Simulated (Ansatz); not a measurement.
Crystal: N.

```
N
1.0
     5.56052    0.00000    0.00000
     0.00000    5.56052    0.00000
     0.00000    0.00000    5.56052
N
8
Direct
  0.05740 0.44260 0.55740
  0.44260 0.55740 0.05740
  0.55740 0.05740 0.44260
  0.94260 0.94260 0.94260
  0.94260 0.55740 0.44260
  0.55740 0.44260 0.94260
  0.44260 0.94260 0.55740
  0.05740 0.05740 0.05740
```

* Program: Ansatz 0.2.0
* Task: relaxation of cell and atoms
* Functional: r2SCAN
* Potentials or basis: Ansatz PAW
* Cutoff: 500 eV (not typed: the program's choice for these potentials)
* k mesh: 5 × 5 × 5
* Occupations: fermi-dirac, width 0.05 eV
* Spin: no spin polarisation

At the start: volume 21.49 Å³/atom.

**Question.** Where does the relaxation end?

**Answer.** It ends after 6 steps and the volume is 23.60 Å³/atom (+9.8 %); space group Pa-3 (No. 205, to 0.05 Å).

The path:
| step | energy change (eV) | largest force (eV/Å) | volume (Å³) |
| --- | --- | --- | --- |
| 1 | 0.0000 | 1.8346 | 171.93 |
| 2 | -0.0507 | 0.2522 | 176.50 |
| 3 | -0.0528 | 0.0679 | 179.21 |
| 4 | -0.0535 | 0.0078 | 186.32 |
| 5 | -0.0529 | 0.0090 | 188.78 |
| 6 | -0.0605 | 0.0015 | 188.78 |

Final structure:
```yaml
crystal:
  lattice:
    - [5.73661, 0.00000, 0.00000]
    - [0.00000, 5.73661, 0.00000]
    - [0.00000, 0.00000, 5.73661]
  atoms:
    - { symbol: N, position: [0.05500, 0.44500, 0.55500] }
    - { symbol: N, position: [0.44500, 0.55500, 0.05500] }
    - { symbol: N, position: [0.55500, 0.05500, 0.44500] }
    - { symbol: N, position: [0.94500, 0.94500, 0.94500] }
    - { symbol: N, position: [0.94500, 0.55500, 0.44500] }
    - { symbol: N, position: [0.55500, 0.44500, 0.94500] }
    - { symbol: N, position: [0.44500, 0.94500, 0.55500] }
    - { symbol: N, position: [0.05500, 0.05500, 0.05500] }
```

Caveat: the plane-wave basis is chosen anew once the cell has moved, so the energies of steps on either side of that aren't comparable; the PAW data sets come from PBE, with cores solved anew for the run's functional, which leaves a small shift of forces and pressure.
